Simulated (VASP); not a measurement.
**Ta2C: single point with PBEsol**

Crystal: Ta2C.

```xyz
3
Lattice="3.1059 0.0000 0.0000 -1.5530 2.6898 0.0000 0.0000 0.0000 4.9464" Properties=species:S:1:pos:R:3 pbc="T T T"
Ta    0.0000    1.7932    1.2465
Ta    1.5530    0.8966    3.6999
C     0.0000    0.0000    0.0000
```

- Program: VASP 6.6.1
- Task: single point
- Functional: PBEsol
- Potentials or basis: VASP PAW PBE potentials, release 64 (Ta_pv, C)
- Cutoff: 520 eV
- k mesh: 6 × 6 × 4
- Occupations: gaussian, width 0.1 eV
- Spin: no spin polarisation
- Dipole correction: no
- Further INCAR settings: ALGO = Fast; EDIFF = 1e-06; NBANDS = 20

```
Pressure               : -2.8 GPa
Largest force          : 0.312 eV/Å
Band gap on the k mesh : none (metal or under the smearing width)
```

Forces in eV/Å, atoms in the order of the input:
```
Ta   0.000  0.000  0.312
Ta   0.000  0.000 -0.312
C    0.000  0.000  0.000
```

Stress tensor (GPa, compression positive):
```
-2.66  0.00  0.00
 0.00 -2.66  0.00
 0.00  0.00 -3.07
```

Levels at points of the mesh, in eV from the Fermi level:
```
           k point  band 9  band 10  band 11  band 12  band 13  band 14  band 15  band 16  band 17  band 18
(0.00, 0.00, 0.00)   -3.64    -3.64    -3.05    -0.07     0.46     0.46     1.08     1.08     2.34     2.34
(0.50, 0.00, 0.00)   -4.37    -4.04    -3.75    -1.82    -0.30     3.27     3.41     4.58     4.99     5.13
(0.00, 0.00, 0.50)   -3.88    -3.88    -1.83    -1.62    -0.32    -0.32     2.88     2.88     3.42     3.42
(0.50, 0.00, 0.50)   -4.64    -3.62    -2.58    -1.20    -1.03     1.53     1.53     4.24     4.77     4.88
```

It took 9.3 s on 1 thread of Intel(R) Xeon(R) 6975P-C (Granite Rapids) (shared host), peak memory 0.16 GiB.

Caveat: the k mesh is coarse (spacing up to 0.39 Å⁻¹), so the values aren't converged; the PAW data sets were made with another functional, which shifts forces and pressure a little. The run has no spin-orbit coupling, so splittings on Ta are missing.
